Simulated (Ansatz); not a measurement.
An input for Ansatz 0.2.0 (Ag):

Contents of input.yaml:

```yaml
crystal:
  lattice:
    - [0.0, 2.04275, 2.04275]
    - [2.04275, 0.0, 2.04275]
    - [2.04275, 2.04275, 0.0]
  atoms:
    - { symbol: Ag, position: [0.0, 0.0, 0.0], spin: 0.5 }
kpoints:
  mp_grid: { grid: [12, 12, 12] }
scf:
  occupations: { method: fermi_dirac, width: 0.15 }
hamiltonian:
  xc: lda
  pseudopotentials:
    kind: all_electron
    lapw: { basis_error: 0.002, muffin_tin_radii: { Ag: 1.011 } }
    nuclear_model: point
magnetization:
  spin_polarized: true
output: {}
phonons:
  method: fd
  supercell: [2, 2, 2]
  qpath:
    path:
      - [0.0, 0.0, 0.0]
      - [0.5, 0.0, 0.5]
      - [0.5, 0.25, 0.75]
      - [0.375, 0.375, 0.75]
      - [0.0, 0.0, 0.0]
      - [0.5, 0.5, 0.5]
    npoints: 8
```

Potentials or basis: all-electron LAPW, point nuclei.

Run with:

```bash
$ ansatz run input.yaml --threads 1 --pin off --max-ram 2560MiB --backend cpu --events-out ev --progress --plain --runs-dir out
```

Problem. What does the program do with it?

Solution. The run stopped without a result. It printed:

Output:

```text
[... 11 lines left out ...]
Error: memory limit exceeded: the `scf loop` phase of `displaced supercell` needs 2.68 GiB against the run's memory maximum of 2.50 GiB; largest carriers: full-potential states 0.85 GiB, wavefunctions 0.71 GiB, unmodelled-tail allowance 0.28 GiB, full-potential basis 0.27 GiB, eigensolver slots 0.21 GiB; a smaller basis.ecutwfc or, where none is typed, a larger hamiltonian.pseudopotentials.lapw.basis_error lowers the `full-potential` rows, and so do fewer k-points and bands; these 192 bands are the automatic count; the count by the electrons, moments and atoms is 23 for a cell, 184 for the 8 cells of this repeat; an scf.n_extra_bands on which a cell solves 23 bands in all can need less memory (or more, where it leaves more of the atoms' orbitals to be made) and can leave out the levels over it with their charge, which can shift the free energy and, with no warning, what is differenced fr
```
